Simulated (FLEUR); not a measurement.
# FeO (Wuestite) (Fm-3m) in FLEUR: notebook

The runs below take FeO (Wuestite) through band structure, equation of state, with LDA.

Program: FLEUR MaX-R8.1 (later development tree). These are calculated values, not measurements. Logs are shortened: lines on timing, memory, paths and dates and some standing lists are left out, and cuts for length are marked.

**Measured values to compare with.**

From “W\"ustite: Electric, thermodynamic and optical properties of FeO”, 2012, arxiv:1203.1201, for a bulk crystal of FeO: band gap 2.4 eV (optical).

The runs below are set against these values where they give the same quantity.

### Step 1. The crystal as given

Symmetry: Fm-3m, No. 225, cubic system. The conventional cell has a = 4.311 Å, b = 4.311 Å, c = 4.311 Å, α = 90.00°, β = 90.00°, γ = 90.00°. Fe (site symmetry m-3m) is surrounded by 6 O at 2.16 Å. O (site symmetry m-3m) is surrounded by 6 Fe at 2.16 Å.

### Step 2. Band structure, LDA, collinear spin, ferromagnetic start

Contents of inp.xml:

```xml
<?xml version="1.0" encoding="UTF-8" standalone="no"?>
<fleurInput fleurInputVersion="0.39">
   <comment>
      FeO                                                                                                 
   </comment>
   <calculationSetup>
      <cutoffs Kmax="4.58" Gmax="14.2" GmaxXC="14.2" numbands="0"/>
      <scfLoop itmax="60" minDistance="0.00001" maxIterBroyd="15" imix="Anderson" alpha="0.05" precondParam="0.0" spinf="2.0" sdNocoIR="T"/>
      <coreElectrons ctail="T" frcor="F" kcrel="0" coretail_lmax="0"/>
      <xcFunctional name="vwn" relativisticCorrections="F"/>
      <magnetism jspins="2"/>
      <soc l_soc="F" theta="0.0" phi="0.0" spav="F"/>
      <expertModes spex="0" secvar="F"/>
      <geometryOptimization l_f="F" forcealpha="1.0" forcemix="BFGS" epsdisp="0.00001" epsforce="0.00001"/>
      <ldaU l_linMix="F" mixParam="0.05" spinf="1.0"/>
   </calculationSetup>
   <cell>
      <bzIntegration valenceElectrons="22.0" mode="hist" fermiSmearingEnergy="0.00183747">
         <kPointListSelection listName="default-1"/>
         <!-- k-points included here -->
         <xi:include xmlns:xi="http://www.w3.org/2001/XInclude" href="kpts.xml"> </xi:include>
      </bzIntegration>
      <!-- symmetry operations included here -->
      <xi:include xmlns:xi="http://www.w3.org/2001/XInclude" href="sym.xml"> </xi:include>
      <bulkLattice scale="1.0">
[... 31 lines left out ...]
            <stateOccupation state="(2p3/2)" spinUp="1.333333" spinDown="1.333333"/>
         </electronConfig>
         <energyParameters s="2" p="2" d="3" f="4"/>
         <lo type="SCLO" l="0" n="2" eDeriv="2"/>
         <lo type="SCLO" l="1" n="2" eDeriv="2"/>
         <lo type="SCLO" l="2" n="3" eDeriv="2"/>
      </species>
   </atomSpecies>
   <atomGroups>
      <atomGroup species="Iron (Fe) 3.000">
         <relPos label="                   1">.0000000000 .0000000000 .0000000000</relPos>
         <force calculate="T" relaxXYZ="TTT"/>
      </atomGroup>
      <atomGroup species="Oxygen (O)">
         <relPos label="                   2">1.000/2.000 1.000/2.000 1.000/2.000</relPos>
         <force calculate="T" relaxXYZ="TTT"/>
      </atomGroup>
   </atomGroups>
   <output dos="F" band="F" slice="F">
      <checks vchk="F" cdinf="F"/>
      <bandDOS minEnergy="-.5*Htr" maxEnergy="0.5*Htr" sigma="0.015" storeEVData="T"/>
      <vacuumDOS vacdos="F" integ="F" star="F" nstars="0" locx1="0.0" locy1="0.0" locx2="0.0" locy2="0.0" nstm="0" tworkf="0.0"/>
      <unfoldingBand unfoldBand="F" supercellX="1" supercellY="1" supercellZ="1"/>
      <plotting iplot="0" polar="F">
         <plot TwoD="T" vec1="  1.0  0.0  0.0" vec2="  0.0  1.0  0.0" vec3="  0.0  0.0  1.0" zero="  0.0  0.0  0.0" file="plot"/>
      </plotting>
      <chargeDensitySlicing numkpt="0" minEigenval="0.0" maxEigenval="0.0" nnne="0" pallst="F"/>
      <specialOutput eonly="F"/>
      <moessbauerParams electricFieldGradient="T" isomerShift="T" coreHyperfine="T" valenceHyperfine="T"/>
      <magneticCircularDichroism mcd="F" energyLo="-10.0" energyUp="0.0"/>
   </output>
  <!-- We include the file relax.xml here to enable relaxations (see documentation) -->
  <xi:include xmlns:xi="http://www.w3.org/2001/XInclude" href="relax.xml"> <xi:fallback/> </xi:include>
</fleurInput>
```

Contents of crystal.txt:

```
FeO
&input cartesian=F /
0.0000000000  2.1554000000  2.1554000000
2.1554000000  0.0000000000  2.1554000000
2.1554000000  2.1554000000  0.0000000000
1.8897261246
1.0 1.0 1.0

2
26 0.0000000000  0.0000000000  0.0000000000 : 3.000
8 0.5000000000  0.5000000000  0.5000000000

&kpt div1=11 div2=11 div3=11 gamma=T /
```

Contents of inp.xml (bands):

```
<?xml version="1.0" encoding="UTF-8" standalone="no"?>
<fleurInput fleurInputVersion="0.39">
   <comment>
      FeO                                                                                                 
   </comment>
   <calculationSetup>
      <cutoffs Kmax="4.58" Gmax="14.2" GmaxXC="14.2" numbands="0"/>
      <scfLoop itmax="60" minDistance="0.00001" maxIterBroyd="15" imix="Anderson" alpha="0.05" precondParam="0.0" spinf="2.0" sdNocoIR="T"/>
      <coreElectrons ctail="T" frcor="F" kcrel="0" coretail_lmax="0"/>
      <xcFunctional name="vwn" relativisticCorrections="F"/>
      <magnetism jspins="2"/>
      <soc l_soc="F" theta="0.0" phi="0.0" spav="F"/>
      <expertModes spex="0" secvar="F"/>
      <geometryOptimization l_f="F" forcealpha="1.0" forcemix="BFGS" epsdisp="0.00001" epsforce="0.00001"/>
      <ldaU l_linMix="F" mixParam="0.05" spinf="1.0"/>
   </calculationSetup>
   <cell>
      <bzIntegration valenceElectrons="22.0" mode="hist" fermiSmearingEnergy="0.00183747">
         <kPointListSelection listName="path-1"/>
         <!-- k-points included here -->
         <xi:include xmlns:xi="http://www.w3.org/2001/XInclude" href="kpts.xml"> </xi:include>
      </bzIntegration>
      <!-- symmetry operations included here -->
      <xi:include xmlns:xi="http://www.w3.org/2001/XInclude" href="sym.xml"> </xi:include>
      <bulkLattice scale="1.0">
         <bravaisMatrix>
[... 30 lines left out ...]
            <stateOccupation state="(2p3/2)" spinUp="1.333333" spinDown="1.333333"/>
         </electronConfig>
         <energyParameters s="2" p="2" d="3" f="4"/>
         <lo type="SCLO" l="0" n="2" eDeriv="2"/>
         <lo type="SCLO" l="1" n="2" eDeriv="2"/>
         <lo type="SCLO" l="2" n="3" eDeriv="2"/>
      </species>
   </atomSpecies>
   <atomGroups>
      <atomGroup species="Iron (Fe) 3.000">
         <relPos label="                   1">.0000000000 .0000000000 .0000000000</relPos>
         <force calculate="T" relaxXYZ="TTT"/>
      </atomGroup>
      <atomGroup species="Oxygen (O)">
         <relPos label="                   2">1.000/2.000 1.000/2.000 1.000/2.000</relPos>
         <force calculate="T" relaxXYZ="TTT"/>
      </atomGroup>
   </atomGroups>
   <output dos="F" band="T" slice="F">
      <checks vchk="F" cdinf="F"/>
      <bandDOS minEnergy="-.5*Htr" maxEnergy="0.5*Htr" sigma="0.015" storeEVData="T"/>
      <vacuumDOS vacdos="F" integ="F" star="F" nstars="0" locx1="0.0" locy1="0.0" locx2="0.0" locy2="0.0" nstm="0" tworkf="0.0"/>
      <unfoldingBand unfoldBand="F" supercellX="1" supercellY="1" supercellZ="1"/>
      <plotting iplot="0" polar="F">
         <plot TwoD="T" vec1="  1.0  0.0  0.0" vec2="  0.0  1.0  0.0" vec3="  0.0  0.0  1.0" zero="  0.0  0.0  0.0" file="plot"/>
      </plotting>
      <chargeDensitySlicing numkpt="0" minEigenval="0.0" maxEigenval="0.0" nnne="0" pallst="F"/>
      <specialOutput eonly="F"/>
      <moessbauerParams electricFieldGradient="T" isomerShift="T" coreHyperfine="T" valenceHyperfine="T"/>
      <magneticCircularDichroism mcd="F" energyLo="-10.0" energyUp="0.0"/>
   </output>
  <!-- We include the file relax.xml here to enable relaxations (see documentation) -->
  <xi:include xmlns:xi="http://www.w3.org/2001/XInclude" href="relax.xml"> <xi:fallback/> </xi:include>
</fleurInput>
```

Potentials or basis: all-electron, FLAPW.

Run with:

```sh
> inpgen -f crystal.txt -profile fastHighL
> # inp.xml edited to the form shown
> fleur_MPI
> fleur_MPI   # second run, on inp.xml (bands)
```

The program printed:

```text
Welcome to FLEUR        (www.flapw.de)
      MaX-Release 8.1          (www.max-centre.eu)

 ========== k-point set info ==========
 Selected k-point list: default-1
 k-point list type: mesh
 11 x 11 x 11
 Number of k points: 56

 ------------Calculation Setup---------------------------
 Number of MPI-tasks      :            1
 Number of PE/node        :            1
 Number of OMP-threads    :            1
 Most efficient MPI parallelization for:
           1           2           4           7           8          14          28          56
 Additional eigenvalue parallelization possible
 Number of basis functions:          299
 Approximate size of matrices (H+S) per k-point:         0.001 GB
 --------------------------------------------------------
 Iteration:     1   Distance:      27.13663471 me/bohr^3
 Iteration:     2   Distance:      25.62369948 me/bohr^3
 Iteration:     3   Distance:      12.52676781 me/bohr^3
 Iteration:     4   Distance:      17.43175471 me/bohr^3
 Iteration:     5   Distance:      10.01442691 me/bohr^3
 Iteration:     6   Distance:       6.58003292 me/bohr^3
 Iteration:     7   Distance:       4.62776045 me/bohr^3
 Iteration:     8   Distance:       4.92704054 me/bohr^3
 Iteration:     9   Distance:       1.07809681 me/bohr^3
 Iteration:    10   Distance:       1.10688751 me/bohr^3
 Iteration:    11   Distance:       0.07235344 me/bohr^3
 Iteration:    12   Distance:       0.02802189 me/bohr^3
 Iteration:    13   Distance:       0.03589002 me/bohr^3
 Iteration:    14   Distance:       0.01385759 me/bohr^3
 Iteration:    15   Distance:       0.01076256 me/bohr^3
 Iteration:    16   Distance:       0.01018821 me/bohr^3
 Iteration:    17   Distance:       0.00635930 me/bohr^3
 Iteration:    18   Distance:       0.00061794 me/bohr^3
 Iteration:    19   Distance:       0.00016623 me/bohr^3
 Iteration:    20   Distance:       0.00015419 me/bohr^3
 Iteration:    21   Distance:       0.00002749 me/bohr^3
 Iteration:    22   Distance:       0.00000862 me/bohr^3

 ********************************************************************
 Run finished successfully
 Stop message:
   all done
 ********************************************************************
```

It took 57 s on 1 thread of Arm Neoverse V1, shared host; peak memory 0.06 GiB.

Results:

| Quantity | Value |
| --- | --- |
| Free energy | -36609.9446 eV |
| Band gap along the path | none (metal or under the smearing width) |
| Net moment | 4.00 μB per cell |
| Site moments | Fe +3.57; O +0.32 μB |
| Valence electrons inside the program's atomic spheres | Fe 14.21; O 5.20 (radii Fe 2.14, O 1.63 bohr) |

Levels at the corners of the path, in eV from the Fermi level:
Spin up:
| point | band 10 | band 11 | band 12 | band 13 | band 14 | band 15 | band 16 | band 17 |
| --- | --- | --- | --- | --- | --- | --- | --- | --- |
| Γ | -3.75 | -3.75 | -3.48 | -3.48 | 0.07 | 15.12 | 16.86 | 16.86 |
| X | -3.08 | -2.62 | -2.62 | -2.56 | 5.13 | 8.57 | 10.67 | 14.47 |
| W | -2.90 | -2.68 | -2.62 | -1.56 | 7.30 | 8.84 | 8.84 | 11.61 |
| K | -2.76 | -2.49 | -2.27 | -1.55 | 6.63 | 8.59 | 8.61 | 13.88 |
| Γ | -3.75 | -3.75 | -3.48 | -3.48 | 0.07 | 15.12 | 16.86 | 16.86 |
| L | -2.90 | -2.36 | -0.20 | -0.20 | 3.95 | 8.34 | 12.30 | 12.30 |
| U | -2.76 | -2.49 | -2.27 | -1.55 | 6.63 | 8.59 | 8.61 | 13.88 |
| W | -2.90 | -2.68 | -2.62 | -1.56 | 7.30 | 8.84 | 8.84 | 11.61 |
| L | -2.90 | -2.36 | -0.20 | -0.20 | 3.95 | 8.34 | 12.30 | 12.30 |
| K | -2.76 | -2.49 | -2.27 | -1.55 | 6.63 | 8.59 | 8.61 | 13.88 |
| U | -2.76 | -2.49 | -2.27 | -1.55 | 6.63 | 8.59 | 8.61 | 13.88 |
| X | -3.08 | -2.62 | -2.62 | -2.56 | 5.13 | 8.57 | 10.67 | 14.47 |
Spin down:
| point | band 5 | band 6 | band 7 | band 8 | band 9 | band 10 | band 11 | band 12 | band 13 | band 14 |
| --- | --- | --- | --- | --- | --- | --- | --- | --- | --- | --- |
| Γ | -19.92 | -3.25 | -3.25 | -3.25 | -0.74 | -0.74 | -0.74 | 0.00 | 0.00 | 0.87 |
| X | -18.68 | -6.87 | -4.42 | -4.42 | -2.14 | 0.55 | 0.77 | 0.77 | 1.01 | 6.32 |
| W | -18.57 | -6.09 | -6.09 | -5.57 | -0.03 | -0.03 | 0.78 | 0.91 | 1.66 | 8.48 |
| K | -18.59 | -6.50 | -6.13 | -4.87 | -0.81 | 0.59 | 0.69 | 1.16 | 1.61 | 7.76 |
| Γ | -19.92 | -3.25 | -3.25 | -3.25 | -0.74 | -0.74 | -0.74 | 0.00 | 0.00 | 0.87 |
| L | -18.67 | -8.04 | -5.20 | -5.20 | 0.41 | 0.41 | 0.62 | 2.68 | 2.68 | 4.55 |
| U | -18.59 | -6.50 | -6.13 | -4.87 | -0.81 | 0.59 | 0.69 | 1.16 | 1.61 | 7.76 |
| W | -18.57 | -6.09 | -6.09 | -5.57 | -0.03 | -0.03 | 0.78 | 0.91 | 1.66 | 8.48 |
| L | -18.67 | -8.04 | -5.20 | -5.20 | 0.41 | 0.41 | 0.62 | 2.68 | 2.68 | 4.55 |
| K | -18.59 | -6.50 | -6.13 | -4.87 | -0.81 | 0.59 | 0.69 | 1.16 | 1.61 | 7.76 |
| U | -18.59 | -6.50 | -6.13 | -4.87 | -0.81 | 0.59 | 0.69 | 1.16 | 1.61 | 7.76 |
| X | -18.68 | -6.87 | -4.42 | -4.42 | -2.14 | 0.55 | 0.77 | 0.77 | 1.01 | 6.32 |

Core levels (eV from the Fermi level):
| atom | levels |
| --- | --- |
| 1 Fe | 1s1/2 -6975.3, 2s1/2 -811.8, 2p1/2 -700.0, 2p3/2 -687.6 |
| 2 O | 1s1/2 -503.3 |

Caveat: a cell with one magnetic atom can't hold antiferromagnetic order, which such compounds often take; semilocal functionals often make such compounds metallic where correlation or magnetic order opens a gap, which also shifts bond lengths.

(Continued in part 2 of 2.)
